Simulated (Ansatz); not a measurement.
Crystal: Ag.

```xyz
1
Lattice="0.0000 2.0427 2.0427 2.0427 0.0000 2.0427 2.0427 2.0427 0.0000" Properties=species:S:1:pos:R:3 pbc="T T T"
Ag    0.0000    0.0000    0.0000
```

* Program: Ansatz 0.2.0
* Task: relaxation of cell and atoms
* Functional: B3LYP
* Potentials or basis: Ansatz PAW
* Cutoff: 420 eV (not typed: the program's choice for these potentials)
* k mesh: 6 × 6 × 6
* Occupations: fermi-dirac, width 0.05 eV
* Spin: no spin polarisation

At the start: volume 17.05 Å³/atom.

Task: How do energy, volume and symmetry change on relaxing?

Result: It ends after 7 steps and the volume is 19.27 Å³/atom (+13.0 %); space group Fm-3m (No. 225, to 0.05 Å).

Step by step:
| step | energy change (eV) | largest force (eV/Å) | volume (Å³) |
| --- | --- | --- | --- |
| 1 | 0.0000 | 0.0000 | 17.05 |
| 2 | -0.0693 | 0.0000 | 19.66 |
| 3 | -0.0709 | 0.0000 | 19.38 |
| 4 | -0.0711 | 0.0000 | 19.28 |
| 5 | -0.0722 | 0.0000 | 19.28 |
| 6 | -0.0723 | 0.0000 | 19.27 |
| 7 | -0.0723 | 0.0000 | 19.27 |

Final structure:
```yaml
crystal:
  lattice:
    - [0.00000, 2.12776, 2.12776]
    - [2.12776, 0.00000, 2.12776]
    - [2.12776, 2.12776, 0.00000]
  atoms:
    - { symbol: Ag, position: [0.00000, 0.00000, 0.00000] }
```

Caveat: the k mesh is coarse (spacing up to 0.44 Å⁻¹), so the values aren't converged, least of all with exact exchange; the plane-wave basis is chosen anew once the cell has moved, so the energies of steps on either side of that aren't comparable; the volume moved by +13 % from the deposited cell, more than functionals usually miss; the PAW data sets come from PBE, with cores solved anew for the run's functional, which leaves a small shift of forces and pressure.
